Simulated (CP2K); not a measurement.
# Te2Mo (P6_3/mmc) in CP2K: further runs

Aim: see how the results for Te2Mo move with the level of theory and the settings. Levels: PBEsol, LDA, r2SCAN, TB-mBJ. Tasks: band structure.

All numbers are computed with CP2K 2026.2; they aren't measurements. Logs are shortened: lines on timing, memory, paths and dates and some standing lists are left out, and cuts for length are marked.

**Measured values to compare with.**

“Broadband infrared study of pressure-tunable Fano resonance and metallization transition in 2H-MoTe2”, 2022, pmc:9569381 quotes, for a bulk crystal of Te2Mo at 300 K: band gap 0.88 ± 0.05 eV (indirect).

How close the calculation comes is told below.

### 1 The structure

Symmetry: P6_3/mmc, No. 194, hexagonal system. Conventional cell: a = 3.518 Å, b = 3.518 Å, c = 13.974 Å, α = 90.00°, β = 90.00°, γ = 120.00°. Te (site symmetry 3m) has 3 Mo at 2.72 Å as nearest neighbours. Around Mo (site symmetry -6m2) lie 6 Te at 2.72 Å.

### 2 Band structure, PBEsol

Contents of te2mo_bands.inp:

```
&GLOBAL
  PROJECT te2mo_bands
  RUN_TYPE ENERGY_FORCE
  PRINT_LEVEL LOW
&END GLOBAL
&FORCE_EVAL
  METHOD QS
  STRESS_TENSOR ANALYTICAL
  &DFT
    BASIS_SET_FILE_NAME BASIS_MOLOPT_UZH
    POTENTIAL_FILE_NAME POTENTIAL_UZH
    &MGRID
      CUTOFF 450
      REL_CUTOFF 60
      NGRIDS 5
    &END MGRID
    &QS
      METHOD GPW
      EPS_DEFAULT 1.0E-9
    &END QS
    &KPOINTS
      SCHEME MONKHORST-PACK 9 9 2
      GAMMA_CENTERED T
      SYMMETRY T
      SYMMETRY_BACKEND SPGLIB
    &END KPOINTS
    &SCF
      SCF_GUESS ATOMIC
      EPS_SCF 1.0E-6
      MAX_SCF 100
      ADDED_MOS 24
      CHOLESKY OFF
      EPS_EIGVAL 1.0E-7
      &DIAGONALIZATION ON
        ALGORITHM STANDARD
      &END DIAGONALIZATION
      &MIXING ON
        METHOD BROYDEN_MIXING
        ALPHA 0.4
        BETA 1.5
        NBUFFER 8
      &END MIXING
      &SMEAR ON
        METHOD FERMI_DIRAC
        ELECTRONIC_TEMPERATURE 580.23
      &END SMEAR
    &END SCF
    &XC
      &XC_FUNCTIONAL
        &GGA_X_PBE_SOL
        &END GGA_X_PBE_SOL
        &GGA_C_PBE_SOL
        &END GGA_C_PBE_SOL
      &END XC_FUNCTIONAL
    &END XC
    &PRINT
      &KPOINTS ON
      &END KPOINTS
      &MULLIKEN ON
      &END MULLIKEN
      &MO ON
        ENERGIES T
        OCCUPATION_NUMBERS T
        &EACH
          QS_SCF 0
        &END EACH
        ADD_LAST NUMERIC
      &END MO
      &BAND_STRUCTURE
        FILE_NAME bands.bs
        ADDED_MOS 2
        &KPOINT_SET
          UNITS B_VECTOR
          NPOINTS 6
          SPECIAL_POINT GAMMA 0.00000000 0.00000000 0.00000000
          SPECIAL_POINT M 0.50000000 0.00000000 0.00000000
          SPECIAL_POINT K 0.33333333 0.33333333 0.00000000
          SPECIAL_POINT GAMMA 0.00000000 0.00000000 0.00000000
          SPECIAL_POINT A 0.00000000 0.00000000 0.50000000
          SPECIAL_POINT L 0.50000000 0.00000000 0.50000000
          SPECIAL_POINT H 0.33333333 0.33333333 0.50000000
          SPECIAL_POINT A 0.00000000 0.00000000 0.50000000
        &END KPOINT_SET
        &KPOINT_SET
          UNITS B_VECTOR
          NPOINTS 6
          SPECIAL_POINT L 0.50000000 0.00000000 0.50000000
          SPECIAL_POINT M 0.50000000 0.00000000 0.00000000
        &END KPOINT_SET
        &KPOINT_SET
          UNITS B_VECTOR
          NPOINTS 6
          SPECIAL_POINT K 0.33333333 0.33333333 0.00000000
          SPECIAL_POINT H 0.33333333 0.33333333 0.50000000
        &END KPOINT_SET
      &END BAND_STRUCTURE
    &END PRINT
  &END DFT
  &SUBSYS
    &CELL
      ABC 3.5182000000 3.5182000000 13.9736000000
      ALPHA_BETA_GAMMA 90.0000000000 90.0000000000 120.0000000000
      PERIODIC XYZ
    &END CELL
    &COORD
      Te  1.7591000002 1.0156168584 5.2959944000
      Te  -0.0000000002 2.0312337172 12.2827944000
      Te  1.7591000002 1.0156168584 1.6908056000
      Te  -0.0000000002 2.0312337172 8.6776056000
      Mo  1.7591000002 1.0156168584 10.4802000000
      Mo  -0.0000000002 2.0312337172 3.4934000000
    &END COORD
    &KIND Te
      BASIS_SET TZVP-MOLOPT-PBE-GTH-q6
      POTENTIAL GTH-PBE-q6
    &END KIND
    &KIND Mo
      BASIS_SET TZVP-MOLOPT-PBE-GTH-q14
      POTENTIAL GTH-PBE-q14
    &END KIND
    &PRINT
      &ATOMIC_COORDINATES ON
      &END ATOMIC_COORDINATES
      &CELL ON
      &END CELL
      &SYMMETRY ON
      &END SYMMETRY
    &END PRINT
  &END SUBSYS
  &PRINT
    &FORCES ON
    &END FORCES
    &STRESS_TENSOR ON
    &END STRESS_TENSOR
  &END PRINT
&END FORCE_EVAL
```

Potentials or basis: POTENTIAL_UZH Te GTH-PBE-q6, Mo GTH-PBE-q14; TZVP-MOLOPT-PBE-GTH basis.

Run with:

```sh
> OMP_NUM_THREADS=1 mpirun -n 4 cp2k.psmp -i te2mo_bands.inp -o te2mo_bands.out
```

te2mo_bands.out:

```text

 CP2K| version string:                                       CP2K version 2026.2
 CP2K| Input file name                                           te2mo_bands.inp

 GLOBAL| Force Environment number                                              1
 GLOBAL| Basis set file name                                    BASIS_MOLOPT_UZH
 GLOBAL| Potential file name                                       POTENTIAL_UZH
 GLOBAL| MM Potential file name                                     MM_POTENTIAL
 GLOBAL| Coordinate file name                                      __STD_INPUT__
 GLOBAL| Method name                                                        CP2K
 GLOBAL| Project name                                                te2mo_bands
 GLOBAL| Run type                                                   ENERGY_FORCE
 GLOBAL| FFT library                                                       FFTW3
 GLOBAL| Diagonalization library                                       ScaLAPACK
 GLOBAL| Cholesky decomposition library                                ScaLAPACK
 GLOBAL| DGEMM library                                                      BLAS
 GLOBAL| Direct generalized diagonalization requested                          F
 GLOBAL| Matrix multiplication library                                 ScaLAPACK
 GLOBAL| Global print level                                                  LOW
 GLOBAL| Total number of message passing processes                             4
 GLOBAL| Number of threads for this process                                    1
 GLOBAL| CPU model name                                 Intel(R) Xeon(R) 6975P-C

 CELL| Volume [angstrom^3]:                                           149.789023
 CELL| Vector a [angstrom]:       3.518     0.000     0.000   |a| =     3.518200
 CELL| Vector b [angstrom]:      -1.759     3.047     0.000   |b| =     3.518200
 CELL| Vector c [angstrom]:       0.000     0.000    13.974   |c| =    13.973600
 CELL| Angle (b,c), alpha [degree]:                                    90.000000
 CELL| Angle (a,c), beta  [degree]:                                    90.000000
 CELL| Angle (a,b), gamma [degree]:                                   120.000000
 CELL| Numerically orthorhombic:                                              NO
 CELL| Periodicity                                                           XYZ

 CELL_REF| Volume [angstrom^3]:                                       149.789023
 CELL_REF| Vector a [angstrom     3.518     0.000     0.000   |a| =     3.518200
 CELL_REF| Vector b [angstrom    -1.759     3.047     0.000   |b| =     3.518200
 CELL_REF| Vector c [angstrom     0.000     0.000    13.974   |c| =    13.973600
 CELL_REF| Angle (b,c), alpha [degree]:                                90.000000
 CELL_REF| Angle (a,c), beta  [degree]:                                90.000000
 CELL_REF| Angle (a,b), gamma [degree]:                               120.000000
 CELL_REF| Numerically orthorhombic:                                          NO
 CELL_REF| Periodicity                                                       XYZ
[... 9 lines left out ...]
 TOTAL NUMBERS AND MAXIMUM NUMBERS

  Total number of            - Atomic kinds:                                   2
                             - Atoms:                                          6
                             - Shell sets:                                     6
                             - Shells:                                        50
                             - Primitive Cartesian functions:                 28
                             - Cartesian basis functions:                    154
                             - Spherical basis functions:                    138

  Maximum angular momentum of- Orbital basis functions:                        3
                             - Local part of the GTH pseudopotential:          2
                             - Non-local part of the GTH pseudopotential:      4

 MODULE QUICKSTEP: ATOMIC COORDINATES IN ANGSTROM

   Atom Kind Element         X             Y             Z       Z(eff)     Mass
      1    1 Te   52      1.759100      1.015617      5.295994   6.0000 127.6000
      2    1 Te   52     -0.000000      2.031234     12.282794   6.0000 127.6000
      3    1 Te   52      1.759100      1.015617      1.690806   6.0000 127.6000
      4    1 Te   52     -0.000000      2.031234      8.677606   6.0000 127.6000
      5    2 Mo   42      1.759100      1.015617     10.480200  14.0000  95.9600
      6    2 Mo   42     -0.000000      2.031234      3.493400  14.0000  95.9600

 Crystal Symmetry Information
       International Symbol:                                            P6_3/mmc
       Point Group Symbol:                                                 6/mmm
       Schoenflies Symbol:                                                 D6h^4
       Number of Symmetry Operations:                                         24

[... 73 lines left out ...]

  Step     Update method      Time    Convergence         Total energy    Change
  ------------------------------------------------------------------------------
     1 NoMix/Diag. 0.40E+00    0.8     0.77862124      -168.9205923390 -1.69E+02
     2 Broy./Diag. 0.40E+00    0.8     0.10894043      -171.6669614868 -2.75E+00
     3 Broy./Diag. 0.40E+00    0.9     0.05135848      -169.4397389632  2.23E+00
     4 Broy./Diag. 0.40E+00    0.9     0.05227704      -168.2231712745  1.22E+00
     5 Broy./Diag. 0.40E+00    0.8     0.01147258      -168.2872944479 -6.41E-02
     6 Broy./Diag. 0.40E+00    0.9     0.01032495      -168.0324550891  2.55E-01
     7 Broy./Diag. 0.40E+00    1.0     0.00257979      -168.1026752152 -7.02E-02
     8 Broy./Diag. 0.40E+00    0.9     0.00168158      -168.0923187486  1.04E-02
     9 Broy./Diag. 0.40E+00    0.8     0.00050009      -168.1155511801 -2.32E-02
    10 Broy./Diag. 0.40E+00    0.8     0.00035289      -168.1148940382  6.57E-04
    11 Broy./Diag. 0.40E+00    0.8     0.00003838      -168.1177070560 -2.81E-03
    12 Broy./Diag. 0.40E+00    0.8     0.00008677      -168.1166094086  1.10E-03
    13 Broy./Diag. 0.40E+00    0.8     0.00001490      -168.1165256635  8.37E-05
    14 Broy./Diag. 0.40E+00    0.9     0.00000899      -168.1164243957  1.01E-04
    15 Broy./Diag. 0.40E+00    1.0     0.00000174      -168.1164166184  7.78E-06
    16 Broy./Diag. 0.40E+00    0.9     0.00000076      -168.1164163408  2.78E-07

  *** SCF run converged in    16 steps ***

  Electronic density on regular grids:        -52.0000000025       -0.0000000025
  Core density on regular grids:               51.9999999276       -0.0000000724
  Total charge density on r-space grids:       -0.0000000749
  Total charge density g-space grids:          -0.0000000749

  Overlap energy of the core charge distribution:               0.00000000019488
  Self energy of the core charge distribution:               -326.21236681963956
  Core Hamiltonian energy:                                     72.18541885693708
  Hartree energy:                                             108.75392929754867
  Exchange-correlation energy:                                -22.84339638490463
  Electronic entropic energy:                                  -0.00000129088338
  Fermi energy:                                                 0.30537450896992

  Total energy:                                              -168.11641634076165
  Total energy (extrapolated to T->0):                       -168.11641569531994

 MO| EIGENVALUES AND OCCUPATION NUMBERS FOR K POINT 1
 MO|
 MO|  Index      Eigenvalue [a.u.]        Eigenvalue [eV]             Occupation
 MO|      1              -1.936171             -52.685879               2.000000
 MO|      2              -1.936165             -52.685741               2.000000
 MO|      3              -0.991312             -26.974982               2.000000
 MO|      4              -0.991309             -26.974902               2.000000
 MO|      5              -0.990966             -26.965557               2.000000
 MO|      6              -0.990957             -26.965319               2.000000
[... 322 lines left out ...]
 MO|     49               0.832759              22.660518               0.000000
 MO|     50               0.832759              22.660519               0.000000
 MO| Sum:                                                              52.000000
 MO| E(Fermi):            0.305375 a.u.          8.309663 eV

 !-----------------------------------------------------------------------------!
                     Mulliken Population Analysis

 #  Atom  Element  Kind  Atomic population                           Net charge
       1     Te       1          5.705264                              0.294736
       2     Te       1          5.705264                              0.294736
       3     Te       1          5.705264                              0.294736
       4     Te       1          5.705264                              0.294736
       5     Mo       2         14.589472                             -0.589472
       6     Mo       2         14.589471                             -0.589471
 # Total charge                             52.000000                 -0.000000

 !-----------------------------------------------------------------------------!

 KPOINTS| Band Structure Calculation
 KPOINTS| Number of k-point sets                                               3
 KPOINTS| Number of added MOs/bands                                            2
 KPOINTS| Number of k-points in set    1                                      43
 KPOINTS| In units of b-vector [2pi/Bohr]
 KPOINTS| Special point     1       GAMMA     0.000000     0.000000     0.000000
 KPOINTS| Special point     2           M     0.500000     0.000000     0.000000
 KPOINTS| Special point     3           K     0.333333     0.333333     0.000000
 KPOINTS| Special point     4       GAMMA     0.000000     0.000000     0.000000
 KPOINTS| Special point     5           A     0.000000     0.000000     0.500000
 KPOINTS| Special point     6           L     0.500000     0.000000     0.500000
 KPOINTS| Special point     7           H     0.333333     0.333333     0.500000
 KPOINTS| Special point     8           A     0.000000     0.000000     0.500000
 KPOINTS| Number of k-points in set    2                                       7
 KPOINTS| In units of b-vector [2pi/Bohr]
 KPOINTS| Special point     1           L     0.500000     0.000000     0.500000
 KPOINTS| Special point     2           M     0.500000     0.000000     0.000000
 KPOINTS| Number of k-points in set    3                                       7
 KPOINTS| In units of b-vector [2pi/Bohr]
 KPOINTS| Special point     1           K     0.333333     0.333333     0.000000
 KPOINTS| Special point     2           H     0.333333     0.333333     0.500000

 ENERGY| Total FORCE_EVAL ( QS ) energy [hartree]           -168.116415665650493

 FORCES| Atomic forces [hartree/bohr]
 FORCES|   Atom     x               y               z               |f|
 FORCES|      1  2.27464413E-09  1.86166320E-08  6.91539391E-03   6.91539391E-03
 FORCES|      2 -2.25534242E-09 -1.75305779E-08  6.91539353E-03   6.91539353E-03
 FORCES|      3  2.27365352E-09  1.80257592E-08 -6.91539415E-03   6.91539415E-03
 FORCES|      4 -2.25724568E-09 -1.69445746E-08 -6.91539359E-03   6.91539359E-03
 FORCES|      5  6.35460541E-07 -3.70200980E-07  1.19091652E-10   7.35431083E-07
 FORCES|      6 -6.35496377E-07  3.68033368E-07  2.11607635E-10   7.34373373E-07
 FORCES| Sum    -1.27387630E-13 -3.73152663E-13  3.42735704E-11
 FORCES| Total atomic force                                       3.42758384E-11

 STRESS| Analytical stress tensor [bar]
 STRESS|                        x                   y                   z
 STRESS|      x        2.30067750161E+04   6.21731091329E-02   1.84025558723E-07
 STRESS|      y        6.21731091329E-02   2.30071912842E+04   3.31147945615E-07
 STRESS|      z        1.84025558723E-07   3.31147945615E-07   3.03926998002E+04
 STRESS| 1/3 Trace                                             2.54688887002E+04
 STRESS| Determinant                                           1.60875025671E+13

 STRESS| Eigenvectors and eigenvalues of the analytical stress tensor [bar]
 STRESS|                        1                   2                   3
 STRESS| Eigenvalues   2.30067659284E+04   2.30072003719E+04   3.03926998002E+04
 STRESS|      x           0.989485741600      0.144630450355      0.000000000025
 STRESS|      y          -0.144630450355      0.989485741600      0.000000000045
 STRESS|      z          -0.000000000018     -0.000000000048      1.000000000000
```

It took 18 s on 4 MPI ranks of Intel Xeon 6975P-C (Granite Rapids), shared host.

Results:

- Free energy: -4574.6803 eV
- Pressure: 2.5 GPa
- Largest force: 0.356 eV/Å
- Band gap along the path: 0.74 eV, indirect (least direct gap 1.04 eV)
- Mulliken charges: Te +0.29; Mo -0.59 e

Forces in eV/Å, atoms in the order of the input:
```
Te   0.000  0.000  0.356
Te   0.000  0.000  0.356
Te   0.000  0.000 -0.356
Te   0.000  0.000 -0.356
Mo   0.000  0.000  0.000
Mo   0.000  0.000  0.000
```

Stress tensor (GPa, compression positive):
```
2.30 0.00 0.00
0.00 2.30 0.00
0.00 0.00 3.04
```

Levels at the corners of the path, in eV from the valence-band top:
| point | band 23 | band 24 | band 25 | band 26 | band 27 | band 28 | band 29 | band 30 |
| --- | --- | --- | --- | --- | --- | --- | --- | --- |
| Γ | -1.05 | -1.05 | -0.33 | 0.00 | 2.91 | 2.91 | 3.03 | 3.03 |
| M | -1.05 | -0.98 | -0.62 | -0.33 | 1.29 | 1.35 | 1.42 | 1.78 |
| K | -1.87 | -1.87 | -0.31 | -0.07 | 0.96 | 0.96 | 1.08 | 2.15 |
| Γ | -1.05 | -1.05 | -0.33 | 0.00 | 2.91 | 2.91 | 3.03 | 3.03 |
| A | -1.07 | -1.07 | -0.08 | -0.08 | 2.94 | 2.94 | 2.94 | 2.94 |
| L | -0.99 | -0.99 | -0.47 | -0.47 | 1.32 | 1.32 | 1.62 | 1.62 |
| H | -2.05 | -2.05 | -0.22 | -0.22 | 0.97 | 0.97 | 1.57 | 1.57 |
| A | -1.07 | -1.07 | -0.08 | -0.08 | 2.94 | 2.94 | 2.94 | 2.94 |
| L | -0.99 | -0.99 | -0.47 | -0.47 | 1.32 | 1.32 | 1.62 | 1.62 |
| M | -1.05 | -0.98 | -0.62 | -0.33 | 1.29 | 1.35 | 1.42 | 1.78 |
| K | -1.87 | -1.87 | -0.31 | -0.07 | 0.96 | 0.96 | 1.08 | 2.15 |
| H | -2.05 | -2.05 | -0.22 | -0.22 | 0.97 | 0.97 | 1.57 | 1.57 |

Caveat: Mulliken charges move with the basis; the potentials were made for another functional, which shifts forces and pressure; spin-orbit coupling is left out, which moves the levels of the heavy elements; this functional lacks dispersion, which binds the layers, so the pressure and a relaxed spacing across them are unreliable; the basis of atomic orbitals isn't converged, which shifts pressures, moduli and gaps.

(Part 1 of 3 ends here.)
